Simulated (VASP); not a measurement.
The system is Ni.

```
Ni
1.0
     2.48875    0.00000    0.00000
    -1.24437    2.15532    0.00000
     0.00000    0.00000    4.06412
Ni
2
Direct
  0.33333 0.66667 0.25000
  0.66667 0.33333 0.75000
```

This isn't the form of Ni at room conditions, which is fcc.

| Property | Result |
| --- | --- |
| Program | VASP 6.6.1 |
| Task | relaxation of cell and atoms |
| Functional | RPBE |
| Potentials or basis | VASP PAW PBE potentials, release 64 (Ni) |
| Cutoff | 600 eV |
| k mesh | 21 × 21 × 10 |
| Occupations | gaussian, width 0.1 eV |
| Spin | collinear spin, ferromagnetic start |
| Starting moments | [1.0, 1.0] μB |

At the start: pressure 6.0 GPa; volume 10.90 Å³/atom.

Task: How do energy, volume and symmetry change on relaxing?

Result: Over 8 steps the energy falls by 6.6 meV/atom and the volume is 11.25 Å³/atom (+3.2 %); space group P6_3/mmc (No. 194, to 0.05 Å); moment 1.31 μB per cell.

Step by step:
```
step  energy change (eV)  largest force (eV/Å)  pressure (GPa)  volume (Å³)
   1              0.0000                0.0000            6.04        21.80
   2             -0.0045                0.0000           -4.39        23.12
   3             -0.0131                0.0000           -0.03        22.51
   4             -0.0131                0.0000            0.09        22.50
   5             -0.0132                0.0000            0.10        22.50
   6             -0.0132                0.0000            0.11        22.49
   7             -0.0132                0.0000           -0.10        22.52
   8             -0.0132                0.0000            0.02        22.51
```

Final structure:
```yaml
crystal:
  lattice:
    - [2.51079, 0.00000, 0.00000]
    - [-1.25540, 2.17441, 0.00000]
    - [0.00000, 0.00000, 4.12255]
  atoms:
    - { symbol: Ni, position: [0.33333, 0.66667, 0.25000] }
    - { symbol: Ni, position: [0.66667, 0.33333, 0.75000] }
```

Caveat: the PAW data sets were made with another functional, which shifts forces and pressure a little.
